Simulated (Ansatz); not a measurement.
# CsSnI3: the gap against volume

CsSnI3, Pm-3m, a = 6.283 Å. The structure is a COD entry; whether it is the stable form wasn't checked. Ansatz: PBE, PAW, 420 eV, Γ-centred 6×6×6 mesh on 5 atoms, Gaussian smearing 0.02 eV; no spin polarisation. Symmetry fixes shape and atoms, so the cell is only scaled; x = ln(V/V0) with V0 = 49.610 Å³/atom. The gap is read at the mesh points alone.

```tsv
x	gap y (eV)
-0.0619	?
-0.0305	0.344
0.0000	0.475
0.0296	0.594
0.0583	0.703
```

Q: Fit a straight line to the other rows, give the volume deformation potential of the gap and its pressure coefficient, and predict the missing gap. B0 = 15.4 GPa.

A: Means x = 0.01435, y = 0.52900; Σ(Δx)² = 0.004382, ΣΔxΔy = 0.01771; the slope is their ratio. y = 0.4710 + 4.042 x. The slope is the deformation potential a = dE_g/d ln V = 4.04 eV, and dE_g/dP = −a/B0 = -262 meV/GPa. At x = -0.0619 the fit asked for gives 0.221 eV. The run gave 0.201 eV, so the fit is 0.020 eV too high, 4 % of the span of the series, against an rms of 0.004 eV on the fitted rows. The row lies outside the fitted range. With a term in x² added, a fit to the same known rows predicts 0.201 eV, so most of the miss is curvature that the known rows already hold.

Spin-orbit coupling is left out, which matters for the bands of heavy elements. Semilocal functionals give gaps under the measured ones; changes of the gap mostly carry over better.

Symmetry holds off the tilts and polar distortions that many cubic perovskites undergo.